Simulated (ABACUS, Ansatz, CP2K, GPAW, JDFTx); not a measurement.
## Fitting the PBE energy curve of Ni

Symmetry: Fm-3m, No. 225, cubic system. Conventional cell: a = 3.475 Å, b = 3.475 Å, c = 3.475 Å, α = 90.00°, β = 90.00°, γ = 90.00°. Ni (site symmetry m-3m) has 12 Ni at 2.46 Å as nearest neighbours.

The cell was scaled at fixed shape and fractions and run with CP2K, GTH_POTENTIALS Ni GTH-PBE-q18; TZVP-MOLOPT-SR-GTH basis; PBE, k mesh 13 × 13 × 13 on the cell of 1 atom, fermi-dirac occupations of 0.05 eV, collinear spin, ferromagnetic start, no spin-orbit coupling. Energies are those that the program minimises, any entropy of the smearing included. For a metal such a mesh isn't converged to the digits shown. The magnetic state is the one that the start led to, which needn't be the lowest.

```tsv
V (Å³/atom)	energy over the lowest row (meV/atom)
9.8625	78.90
10.0723	49.13
10.2822	27.34
10.4920	?
10.7019	2.88
10.9117	0.00
11.1215	2.19
```

Fit the third-order Birch-Murnaghan form, give V0, B0 and B′, and predict the energy left open.

With y = (V0/V)^(2/3), E = E0 + (9 V0 B0/16) [(y - 1)³ B′ + (y - 1)² (6 - 4y)]. Least squares through the rows shown give V0 = 10.9246 Å³/atom, E0 = -0.09 meV, B0 = 212.3 GPa (1 eV/Å³ = 160.218 GPa) and B′ = 3.25, with a largest miss of 0.18 meV, so B0 and B′ are loose. At V = 10.4920 the form with these constants gives 11.92 meV; the run gave 11.44 meV an atom. Other set-ups at this level, from all their volumes (Å³/atom, GPa): ABACUS, PseudoDojo NC SR 0.4.1 PBE standard, plane waves: V0 10.898, B0 199.2; Ansatz, Ansatz PAW (earlier soft set): V0 10.890, B0 199.8; GPAW, GPAW PAW data sets (gpaw-data 1.2.1): V0 10.986, B0 206.2; JDFTx, PseudoDojo-SR-PBE-0.5-standard: V0 10.899, B0 198.7. Measured volume: 10.94 Å³/atom at 298 K (a printed reference work), so the fit lies -0.1 % from it. The runs are for a static lattice.
